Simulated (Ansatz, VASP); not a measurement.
## One calculation of GaP, two programs

```
CELL_PARAMETERS angstrom
0.00000 2.76111 2.76111
2.76111 0.00000 2.76111
2.76111 2.76111 0.00000
ATOMIC_POSITIONS crystal
Ga 0.00000 0.00000 0.00000
P 0.25000 0.25000 0.25000
```

Change from the starting cell: volume scaled by 1.04, ions relaxed.

Alike in both runs: task relaxation of the atoms; functional PBE; k mesh 14 × 14 × 14; occupations fermi-dirac, width 0.02 eV; no spin polarisation.

|  | VASP | Ansatz |
| --- | --- | --- |
| version | VASP 6.6.1 | Ansatz 0.2.0 |
| potentials or method | VASP PAW PBE potentials, release 64 (Ga_d, P) | plane-wave PAW, scalar-relativistic |
| plane-wave cutoff (eV) | 520 | 420 |
| valence electrons in the cell | 18 | 18 |

```tsv
	VASP	Ansatz	Ansatz less VASP
gap on the k mesh at the Fermi level, each at its own relaxed structure (eV)	1.50	1.51	+0.003
```

Ansatz warned: «stress_scf_threshold_loose».

Caveats: the relaxation stopped at its first step, so nothing moved. A k mesh can miss the band edges.
